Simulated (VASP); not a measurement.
Here is a VASP 6.6.1 calculation.

The input POSCAR:

```
SiC                                     
1.0
    0.0000000000      2.1790000000      2.1790000000
    2.1790000000      0.0000000000      2.1790000000
    2.1790000000      2.1790000000      0.0000000000
  Si              C             
     1     1
Direct
     0.0000000000000000    0.0000000000000000    0.0000000000000000
     0.2500000000000000    0.2500000000000000    0.2500000000000000
```

INCAR.step1

```
SYSTEM = SiC
  ALGO = Normal
  EDIFF = 1E-5
  ENCUT = 520
  GGA = PE
  ISIF = 2
  ISMEAR = 0
  LASPH = .TRUE.
  LCHARG = .FALSE.
  LREAL = .FALSE.
  LWAVE = .TRUE.
  NBANDS = 11
  NELM = 80
  PREC = Accurate
  SIGMA = 0.03
```

The input INCAR.step2:

```
SYSTEM = SiC
  ALGO = Normal
  EDIFF = 1E-7
  ENCUT = 520
  ISIF = 2
  ISMEAR = 0
  ISTART = 1
  LASPH = .TRUE.
  LCHARG = .FALSE.
  LREAL = .FALSE.
  LWAVE = .FALSE.
  METAGGA = MBJ
  NBANDS = 11
  NELM = 80
  PREC = Accurate
  SIGMA = 0.03
```

Contents of KPOINTS:

```
k-points
0
G
  10 10 10
  0 0 0
```

File KPOINTS_OPT:

```
explicit points
252
Reciprocal
 0.0000000000  0.0000000000  0.0000000000 1
 0.0357142857  0.0000000000  0.0357142857 1
 0.0714285714  0.0000000000  0.0714285714 1
 0.1071428571  0.0000000000  0.1071428571 1
 0.1428571429  0.0000000000  0.1428571429 1
 0.1785714286  0.0000000000  0.1785714286 1
[... 244 lines left out ...]
 0.5085828300  0.0171656600  0.5085828300 1
 0.4914171700 -0.0171656600  0.4914171700 1
```

Potentials or basis: VASP PAW PBE potentials, release 64 (Si, C).

Run with:

```bash
$ cat potpaw_PBE.64/Si/POTCAR potpaw_PBE.64/C/POTCAR > POTCAR
$ cp INCAR.step1 INCAR
$ mpirun -np 1 vasp_std > vasp.out
$ cp INCAR.step2 INCAR
$ mpirun -np 1 vasp_std > vasp.out
```

Problem. Estimate the band gap on the k mesh.

Solution. 2.34 eV, indirect (least direct gap 5.53 eV).

Problem. Estimate the band gap along the path.

Solution. 2.34 eV, indirect (least direct gap 5.53 eV).

Levels at the corners of the path, in eV from the valence-band top:
| point | band 1 | band 2 | band 3 | band 4 | band 5 | band 6 | band 7 | band 8 | band 9 |
| --- | --- | --- | --- | --- | --- | --- | --- | --- | --- |
| Γ | -15.55 | 0.00 | 0.00 | 0.00 | 7.01 | 8.01 | 8.01 | 8.01 | 15.63 |
| X | -10.83 | -7.64 | -3.18 | -3.18 | 2.34 | 5.13 | 15.63 | 15.63 | 16.06 |
| X | -10.83 | -7.64 | -3.18 | -3.18 | 2.34 | 5.13 | 15.63 | 15.63 | 16.06 |
| W | -10.64 | -6.91 | -4.83 | -4.46 | 6.11 | 10.31 | 10.50 | 10.51 | 15.88 |
| W | -10.64 | -6.91 | -4.83 | -4.46 | 6.11 | 10.31 | 10.50 | 10.51 | 15.88 |
| K | -10.84 | -7.14 | -5.33 | -2.60 | 4.05 | 8.56 | 13.07 | 13.60 | 14.24 |
| K | -10.84 | -7.14 | -5.33 | -2.60 | 4.05 | 8.56 | 13.07 | 13.60 | 14.24 |
| Γ | -15.55 | 0.00 | 0.00 | 0.00 | 7.01 | 8.01 | 8.01 | 8.01 | 15.63 |
| Γ | -15.55 | 0.00 | 0.00 | 0.00 | 7.01 | 8.01 | 8.01 | 8.01 | 15.63 |
| L | -12.18 | -8.31 | -1.10 | -1.10 | 6.19 | 8.12 | 8.12 | 11.27 | 17.36 |
| L | -12.18 | -8.31 | -1.10 | -1.10 | 6.19 | 8.12 | 8.12 | 11.27 | 17.36 |
| U | -10.84 | -7.14 | -5.33 | -2.60 | 4.05 | 8.56 | 13.07 | 13.60 | 14.24 |
| U | -10.84 | -7.14 | -5.33 | -2.60 | 4.05 | 8.56 | 13.07 | 13.60 | 14.24 |
| W | -10.64 | -6.91 | -4.83 | -4.46 | 6.11 | 10.31 | 10.50 | 10.51 | 15.88 |
| W | -10.64 | -6.91 | -4.83 | -4.46 | 6.11 | 10.31 | 10.50 | 10.51 | 15.88 |
| L | -12.18 | -8.31 | -1.10 | -1.10 | 6.19 | 8.12 | 8.12 | 11.27 | 17.36 |
| L | -12.18 | -8.31 | -1.10 | -1.10 | 6.19 | 8.12 | 8.12 | 11.27 | 17.36 |
| K | -10.84 | -7.14 | -5.33 | -2.60 | 4.05 | 8.56 | 13.07 | 13.60 | 14.24 |
| U | -10.84 | -7.14 | -5.33 | -2.60 | 4.05 | 8.56 | 13.07 | 13.60 | 14.24 |
| X | -10.83 | -7.64 | -3.18 | -3.18 | 2.34 | 5.13 | 15.63 | 15.63 | 16.06 |

**What was measured.**

From “Insight into the structural, elastic and electronic properties of a new orthorhombic 6O-SiC polytype”, 2020, pmc:7200658, for a bulk crystal of SiC: band gap 2.4 eV (indirect).

A measured gap of SiC is 2.4 eV (indirect; quoted in “Insight into the structural, elastic and electronic properties of a new orthorhombic 6O-SiC polytype”, 2020, pmc:7200658); the calculated 2.34 eV misses it by -0.06 eV. The value is that of TB-mBJ, without temperature or zero-point motion.
